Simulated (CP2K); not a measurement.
The system is HfO2.

```
Hf O
1.0
     3.55802    0.00000    0.00000
     0.00000    3.55802    0.00000
     0.00000    0.00000    5.17186
Hf O
2 4
Cartesian
  0.0000 0.0000 0.0000
  1.7790 1.7790 2.5859
  0.0000 1.7790 1.0199
  1.7790 0.0000 1.5660
  1.7790 0.0000 4.1519
  0.0000 1.7790 3.6059
```

Measurements of this composition are mostly on another form, of space group No. 14.

Base run:

```yaml
Program: CP2K 2026.2
Functional: PBE
Potentials_or_basis: GTH_POTENTIALS Hf GTH-PBE-q12, O GTH-BLYP-q6; DZVP-MOLOPT-SR-GTH basis
Density_cutoff: 8163 eV
k_mesh: 8 × 8 × 5
Occupations: fermi-dirac, width 0.05 eV
Spin: no spin polarisation
```

Its results: band gap on the k mesh 4.78 eV, indirect (least direct gap 4.85 eV); pressure 2.1 GPa; largest force 0.051 eV/Å.

**Question.** After a change of settings the same cell gave: band gap on the k mesh 4.48 eV, indirect (least direct gap 4.55 eV); pressure -2.3 GPa; largest force 0.148 eV/Å. Which change was it?
A. potentials or basis from GTH_POTENTIALS Hf GTH-PBE-q12, O GTH-BLYP-q6; DZVP-MOLOPT-SR-GTH basis to POTENTIAL_UZH Hf GTH-SCAN-q12, O GTH-SCAN-q6; DZVP-MOLOPT-SR-GTH basis; potentials from Hf GTH-PBE-q12 of GTH_POTENTIALS, O GTH-BLYP-q6 of GTH_POTENTIALS to Hf GTH-SCAN-q12 of POTENTIAL_UZH, O GTH-SCAN-q6 of POTENTIAL_UZH
B. potentials or basis from GTH_POTENTIALS Hf GTH-PBE-q12, O GTH-BLYP-q6; DZVP-MOLOPT-SR-GTH basis to POTENTIAL_UZH Hf GTH-PBE0-q12, O GTH-PBE0-q6; DZVP-MOLOPT-SR-GTH basis; potentials from Hf GTH-PBE-q12 of GTH_POTENTIALS, O GTH-BLYP-q6 of GTH_POTENTIALS to Hf GTH-PBE0-q12 of POTENTIAL_UZH, O GTH-PBE0-q6 of POTENTIAL_UZH
C. potentials or basis from GTH_POTENTIALS Hf GTH-PBE-q12, O GTH-BLYP-q6; DZVP-MOLOPT-SR-GTH basis to GTH_POTENTIALS Hf GTH-PADE-q12, O GTH-PADE-q6; DZVP-MOLOPT-SR-GTH basis; potentials from Hf GTH-PBE-q12 of GTH_POTENTIALS, O GTH-BLYP-q6 of GTH_POTENTIALS to Hf GTH-PADE-q12 of GTH_POTENTIALS, O GTH-PADE-q6 of GTH_POTENTIALS
D. potentials or basis from GTH_POTENTIALS Hf GTH-PBE-q12, O GTH-BLYP-q6; DZVP-MOLOPT-SR-GTH basis to GTH_POTENTIALS Hf GTH-PBE-q12, O GTH-PBE-q6; DZVP-MOLOPT-SR-GTH basis; potentials from Hf GTH-PBE-q12 of GTH_POTENTIALS, O GTH-BLYP-q6 of GTH_POTENTIALS to Hf GTH-PBE-q12 of GTH_POTENTIALS, O GTH-PBE-q6 of GTH_POTENTIALS

**Answer.** A.

Caveats: the potentials were made for another functional, which shifts forces and pressure; spin-orbit coupling is left out, which moves the levels of the heavy elements; the basis of atomic orbitals isn't converged, which shifts pressures, moduli and gaps.
